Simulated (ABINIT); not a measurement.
The system is Cs.

```
Cs
1.0
     0.00000    3.94834    3.94834
     3.94834    0.00000    3.94834
     3.94834    3.94834    0.00000
Cs
1
Direct
  0.00000 0.00000 0.00000
```

This isn't the form of Cs at room conditions, which is bcc.

- Program: ABINIT 10.8.3 (patched build)
- Task: relaxation of cell and atoms
- Functional: PBEsol
- Potentials or basis: JTH PAW PBE v2.0
- Cutoff: 544 eV
- k mesh: 4 × 4 × 4
- Occupations: fermi-dirac, width 0.05 eV
- Spin: no spin polarisation

At the start: pressure -0.2 GPa; volume 123.10 Å³/atom.

Q: How do energy, volume and symmetry change on relaxing?

A: Over 5 steps the energy falls by 9.1 meV/atom and the volume is 109.41 Å³/atom (-11.1 %); space group Fm-3m (No. 225, to 0.05 Å).

The path:
```
step  energy change (eV)  largest force (eV/Å)  pressure (GPa)  volume (Å³)
   1              0.0000                0.0000           -0.20       123.10
   2             -0.0001                0.0000           -0.20       123.03
   3             -0.0091                0.0000           -0.02       110.38
   4             -0.0091                0.0000            0.01       108.95
   5             -0.0091                0.0000            0.00       109.41
```

Final structure:
```xyz
1
Lattice="0.0000 3.7961 3.7961 3.7961 0.0000 3.7961 3.7961 3.7961 0.0000" Properties=species:S:1:pos:R:3 pbc="T T T"
Cs    0.0000    0.0000    0.0000
```

Caveat: the PAW data sets were made with another functional, which shifts forces and pressure a little.
